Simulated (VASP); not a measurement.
# Zn (P6_3/mmc) in VASP: a series of runs

One crystal, Zn, is run at these levels: r2SCAN+D3(BJ), PBE+D3; tasks: density of states.

Everything below comes from runs of VASP 6.6.1. Logs are shortened: lines on timing, memory, paths and dates and some standing lists are left out, and cuts for length are marked.

## 1. The crystal as given

The structure is hexagonal, space group P6_3/mmc (No. 194). The conventional cell has a = 2.670 Å, b = 2.670 Å, c = 4.966 Å, α = 90.00°, β = 90.00°, γ = 120.00°. Around Zn (site symmetry -6m2) lie 12 Zn at 2.67 to 2.92 Å.

## 2. Density of states, r2SCAN+D3(BJ)

Contents of run.py:

```python
from ase.calculators.vasp import Vasp
from ase.dft.dos import DOS
from ase.io import read

atoms = read('Zn.xyz')
calc = Vasp(
    directory='calc',
    xc='r2scan',
    pp='PBE',
    setups='recommended',
    prec='Normal',
    encut=520,
    ediff=1e-07,
    ismear=-5,
    sigma=0.05,
    lreal=False,
    lasph=True,
    nelm=60,
    algo='Normal',
    isif=2,
    lwave=False,
    lcharg=False,
    lmixtau=True,
    ivdw=12,
    vdw_s6=1.0,
    vdw_s8=0.78981345,
    vdw_a1=0.49484001,
    vdw_a2=5.73083694,
    lorbit=10,
    kpts=[11, 11, 6],
    gamma=True,
    nbands=19,
)
atoms.calc = calc

print('energy (eV):', atoms.get_potential_energy())
print('free energy (eV):', atoms.get_potential_energy(force_consistent=True))
print('forces (eV/A):')
print(atoms.get_forces())
print('stress (eV/A^3, Voigt):', atoms.get_stress())
print('Fermi level (eV):', calc.get_fermi_level())
dos = DOS(calc, width=0.2, window=(-10, 10), npts=201)
print('E - E_F (eV), DOS (1/eV)')
for e, g in zip(dos.get_energies(), dos.get_dos()):
    print(f'{e:8.3f} {g:10.4f}')
```

Contents of Zn.xyz:

```xyz
2
Lattice="2.6700000000 0.0000000000 0.0000000000 -1.3350000000 2.3122878281 0.0000000000 0.0000000000 0.0000000000 4.9660000000" Properties=species:S:1:pos:R:3 pbc="T T T"
Zn     1.3350000001      0.7707626093      3.7245000000
Zn    -0.0000000001      1.5415252188      1.2415000000
```

Potentials or basis: VASP PAW PBE potentials, release 64 (Zn).

Run with:

```
$ python run.py
```

The program printed:

```text
energy (eV): -18.14614403
free energy (eV): -18.14614403
forces (eV/A):
[[ 0. -0.  0.]
 [-0.  0.  0.]]
stress (eV/A^3, Voigt): [ 0.03902412  0.03902412  0.04185994  0.         -0.          0.        ]
Fermi level (eV): 2.7326704
E - E_F (eV), DOS (1/eV)
 -10.000     0.1047
  -9.900     0.1427
  -9.800     0.2199
  -9.700     0.2780
  -9.600     0.2699
  -9.500     0.2228
[... 193 lines left out ...]
   9.900     0.8738
  10.000     0.8566
```

INCAR:

```text
ENCUT = 520.000000
SIGMA = 0.050000
VDW_S6 = 1.000000
VDW_S8 = 0.789813
VDW_A1 = 0.494840
VDW_A2 = 5.730837
EDIFF = 1.00e-07
ALGO = Normal
METAGGA = R2SCAN
PREC = Normal
ISIF = 2
ISMEAR = -5
LORBIT = 10
NBANDS = 19
NELM = 60
IVDW = 12
LASPH = .TRUE.
LCHARG = .FALSE.
LWAVE = .FALSE.
LMIXTAU = .TRUE.
LREAL = .FALSE.
```

Wall time 78 s (1 thread of Intel Xeon Platinum 8488C (Sapphire Rapids), shared host); peak memory 0.15 GiB.

Results:

```
Free energy                                           : -18.1461 eV
Pressure                                              : -6.4 GPa
Band gap on the k mesh                                : none (metal or under the smearing width)
Valence electrons inside the program's atomic spheres : Zn 10.77
Dispersion energy per atom                            : -0.189 eV
```

Stress tensor (GPa, compression positive):
```
-6.25  0.00  0.00
 0.00 -6.25  0.00
 0.00  0.00 -6.71
```

Levels at points of the mesh, in eV from the Fermi level:
```csv
k point,band 10,band 11,band 12,band 13,band 14,band 15
"(0.00, 0.00, 0.00)",-7.20,-7.20,-3.56,-2.97,14.41,17.98
"(0.00, 0.00, 0.50)",-7.28,-7.28,-7.28,4.97,4.97,19.92
```

States per cell in windows of 0.5 eV (zero at the Fermi level; states under -8 eV left out):
| from (eV) | total | Zn1_d | Zn2_d | Zn1_p | Zn2_p | Zn1_s | Zn2_s |
| --- | --- | --- | --- | --- | --- | --- | --- |
| -8.0 | 9.98 | 4.71 | 4.71 | 0.04 | 0.04 | 0.03 | 0.03 |
| -7.5 | 8.33 | 4.05 | 4.05 | 0.01 | 0.01 | 0.02 | 0.02 |
| -7.0 | 0.32 | 0.12 | 0.12 | 0.01 | 0.01 | 0.02 | 0.02 |
| -6.5 | 0.25 | 0.05 | 0.05 | 0.01 | 0.01 | 0.03 | 0.03 |
| -6.0 | 0.19 | 0.03 | 0.03 | 0.01 | 0.01 | 0.02 | 0.02 |
| -5.5 | 0.20 | 0.03 | 0.03 | 0.01 | 0.01 | 0.02 | 0.02 |
| -5.0 | 0.26 | 0.03 | 0.03 | 0.02 | 0.02 | 0.03 | 0.03 |
| -4.5 | 0.21 | 0.02 | 0.02 | 0.02 | 0.02 | 0.03 | 0.03 |
| -4.0 | 0.23 | 0.02 | 0.02 | 0.02 | 0.02 | 0.03 | 0.03 |
| -3.5 | 0.25 | 0.02 | 0.02 | 0.03 | 0.03 | 0.03 | 0.03 |
| -3.0 | 0.34 | 0.02 | 0.02 | 0.04 | 0.04 | 0.04 | 0.04 |
| -2.5 | 0.26 | 0.01 | 0.01 | 0.03 | 0.03 | 0.03 | 0.03 |
| -2.0 | 0.27 | 0.01 | 0.01 | 0.04 | 0.04 | 0.02 | 0.02 |
| -1.5 | 0.35 | 0.02 | 0.02 | 0.05 | 0.05 | 0.03 | 0.03 |
| -1.0 | 0.24 | 0.01 | 0.01 | 0.04 | 0.04 | 0.02 | 0.02 |
| -0.5 | 0.28 | 0.01 | 0.01 | 0.04 | 0.04 | 0.02 | 0.02 |
| 0.0 | 0.16 | 0.01 | 0.01 | 0.03 | 0.03 | 0.01 | 0.01 |
| 0.5 | 0.15 | 0.01 | 0.01 | 0.02 | 0.02 | 0.01 | 0.01 |
| 1.0 | 0.21 | 0.01 | 0.01 | 0.02 | 0.02 | 0.03 | 0.03 |
| 1.5 | 0.33 | 0.02 | 0.02 | 0.03 | 0.03 | 0.04 | 0.04 |
| 2.0 | 0.50 | 0.03 | 0.03 | 0.06 | 0.06 | 0.05 | 0.05 |
| 2.5 | 0.35 | 0.02 | 0.02 | 0.05 | 0.05 | 0.03 | 0.03 |
| 3.0 | 0.37 | 0.02 | 0.02 | 0.05 | 0.05 | 0.03 | 0.03 |
| 3.5 | 0.38 | 0.02 | 0.02 | 0.05 | 0.05 | 0.03 | 0.03 |
| 4.0 | 0.40 | 0.02 | 0.02 | 0.06 | 0.06 | 0.03 | 0.03 |
| 4.5 | 0.25 | 0.01 | 0.01 | 0.04 | 0.04 | 0.02 | 0.02 |
| 5.0 | 0.27 | 0.02 | 0.02 | 0.04 | 0.04 | 0.02 | 0.02 |
| 5.5 | 0.40 | 0.02 | 0.02 | 0.06 | 0.06 | 0.03 | 0.03 |
| 6.0 | 0.39 | 0.02 | 0.02 | 0.06 | 0.06 | 0.03 | 0.03 |
| 6.5 | 0.35 | 0.02 | 0.02 | 0.05 | 0.05 | 0.03 | 0.03 |
| 7.0 | 0.35 | 0.02 | 0.02 | 0.05 | 0.05 | 0.03 | 0.03 |
| 7.5 | 0.46 | 0.03 | 0.03 | 0.07 | 0.07 | 0.03 | 0.03 |

Caveat: the PAW data sets were made with another functional, which shifts forces and pressure a little; pairwise dispersion overbinds metals, which lowers pressure and volume; tetrahedron occupations give inexact forces and stress in metals.

## 3. Density of states, PBE+D3 (volume scaled by 0.88)

Contents of run.py:

```python
from ase import Atoms
from ase.calculators.vasp import Vasp
from ase.dft.dos import DOS

atoms = Atoms(
    ['Zn', 'Zn'],
    cell=[[2.5586182037, 0.0, 0.0], [-1.2793091018, 2.215828363, 0.0], [0.0, 0.0, 4.758838202]],
    scaled_positions=[[0.6666666667, 0.3333333333, 0.75], [0.3333333333, 0.6666666667, 0.25]],
    pbc=True,
)
calc = Vasp(
    directory='calc',
    xc='pbe',
    pp='PBE',
    setups='recommended',
    prec='Accurate',
    encut=520,
    ediff=1e-07,
    ismear=-5,
    sigma=0.05,
    lreal=False,
    lasph=True,
    nelm=80,
    algo='Fast',
    isif=2,
    lwave=False,
    lcharg=False,
    ivdw=11,
    lorbit=11,
    kpts=[11, 11, 6],
    gamma=True,
)
atoms.calc = calc

print('energy (eV):', atoms.get_potential_energy())
print('free energy (eV):', atoms.get_potential_energy(force_consistent=True))
print('forces (eV/A):')
print(atoms.get_forces())
print('stress (eV/A^3, Voigt):', atoms.get_stress())
print('Fermi level (eV):', calc.get_fermi_level())
dos = DOS(calc, width=0.05, window=(-10, 10), npts=201)
print('E - E_F (eV), DOS (1/eV)')
for e, g in zip(dos.get_energies(), dos.get_dos()):
    print(f'{e:8.3f} {g:10.4f}')
```

Potentials or basis: VASP PAW PBE potentials, release 64 (Zn).

Run with:

```
$ python run.py
```

Wall time 28 s (1 thread of Intel Xeon Platinum 8488C (Sapphire Rapids), shared host); peak memory 0.16 GiB.

The run converged. Its results:

```yaml
Free_energy: -2.8885 eV
Pressure: 6.6 GPa
Band_gap_on_the_k_mesh: none (metal or under the smearing width)
Valence_electrons_inside_the_program's_atomic_spheres: Zn 10.88
Dispersion_energy_per_atom: -0.396 eV
```

Stress tensor (GPa, compression positive):
```
8.85 0.00 0.00
0.00 8.85 0.00
0.00 0.00 2.02
```

Levels at points of the mesh, in eV from the Fermi level:
| k point | band 10 | band 11 | band 12 | band 13 | band 14 | band 15 |
| --- | --- | --- | --- | --- | --- | --- |
| (0.00, 0.00, 0.00) | -7.08 | -7.08 | -4.07 | -2.74 | 14.88 | 18.71 |
| (0.00, 0.00, 0.50) | -7.19 | -7.19 | -7.19 | 5.17 | 5.17 | 20.79 |

States per cell in windows of 0.5 eV (zero at the Fermi level; states under -8 eV left out):
| from (eV) | total | Zn1_d | Zn2_d | Zn1_p | Zn2_p | Zn1_s | Zn2_s |
| --- | --- | --- | --- | --- | --- | --- | --- |
| -8.0 | 7.56 | 3.57 | 3.57 | 0.04 | 0.04 | 0.02 | 0.02 |
| -7.5 | 6.80 | 3.31 | 3.31 | 0.02 | 0.02 | 0.01 | 0.01 |
| -7.0 | 1.13 | 0.52 | 0.52 | 0.01 | 0.01 | 0.02 | 0.02 |
| -6.5 | 0.22 | 0.06 | 0.06 | 0.01 | 0.01 | 0.02 | 0.02 |
| -6.0 | 0.25 | 0.05 | 0.05 | 0.02 | 0.02 | 0.03 | 0.03 |
| -5.5 | 0.21 | 0.03 | 0.03 | 0.02 | 0.02 | 0.02 | 0.02 |
| -5.0 | 0.21 | 0.03 | 0.03 | 0.02 | 0.02 | 0.02 | 0.02 |
| -4.5 | 0.22 | 0.02 | 0.02 | 0.02 | 0.02 | 0.02 | 0.02 |
| -4.0 | 0.30 | 0.03 | 0.03 | 0.04 | 0.04 | 0.03 | 0.03 |
| -3.5 | 0.24 | 0.02 | 0.02 | 0.03 | 0.03 | 0.02 | 0.02 |
| -3.0 | 0.26 | 0.02 | 0.02 | 0.04 | 0.04 | 0.02 | 0.02 |
| -2.5 | 0.24 | 0.02 | 0.02 | 0.04 | 0.04 | 0.02 | 0.02 |
| -2.0 | 0.33 | 0.02 | 0.02 | 0.05 | 0.05 | 0.03 | 0.03 |
| -1.5 | 0.27 | 0.02 | 0.02 | 0.04 | 0.04 | 0.02 | 0.02 |
| -1.0 | 0.24 | 0.02 | 0.02 | 0.04 | 0.04 | 0.02 | 0.02 |
| -0.5 | 0.27 | 0.02 | 0.02 | 0.05 | 0.05 | 0.02 | 0.02 |
| 0.0 | 0.20 | 0.01 | 0.01 | 0.03 | 0.03 | 0.01 | 0.01 |
| 0.5 | 0.10 | 0.01 | 0.01 | 0.02 | 0.02 | 0.01 | 0.01 |
| 1.0 | 0.17 | 0.01 | 0.01 | 0.02 | 0.02 | 0.02 | 0.02 |
| 1.5 | 0.28 | 0.02 | 0.02 | 0.03 | 0.03 | 0.04 | 0.04 |
| 2.0 | 0.50 | 0.04 | 0.04 | 0.06 | 0.06 | 0.06 | 0.06 |
| 2.5 | 0.36 | 0.03 | 0.03 | 0.05 | 0.05 | 0.04 | 0.04 |
| 3.0 | 0.35 | 0.03 | 0.03 | 0.05 | 0.05 | 0.03 | 0.03 |
| 3.5 | 0.47 | 0.03 | 0.03 | 0.07 | 0.07 | 0.05 | 0.05 |
| 4.0 | 0.33 | 0.02 | 0.02 | 0.05 | 0.05 | 0.03 | 0.03 |
| 4.5 | 0.26 | 0.02 | 0.02 | 0.04 | 0.04 | 0.02 | 0.02 |
| 5.0 | 0.24 | 0.02 | 0.02 | 0.04 | 0.04 | 0.02 | 0.02 |
| 5.5 | 0.35 | 0.03 | 0.03 | 0.06 | 0.06 | 0.03 | 0.03 |
| 6.0 | 0.32 | 0.02 | 0.02 | 0.05 | 0.05 | 0.03 | 0.03 |
| 6.5 | 0.39 | 0.03 | 0.03 | 0.06 | 0.06 | 0.04 | 0.04 |
| 7.0 | 0.34 | 0.03 | 0.03 | 0.05 | 0.05 | 0.03 | 0.03 |
| 7.5 | 0.42 | 0.03 | 0.03 | 0.07 | 0.07 | 0.03 | 0.03 |

Caveat: pairwise dispersion overbinds metals, which lowers pressure and volume; tetrahedron occupations give inexact forces and stress in metals.
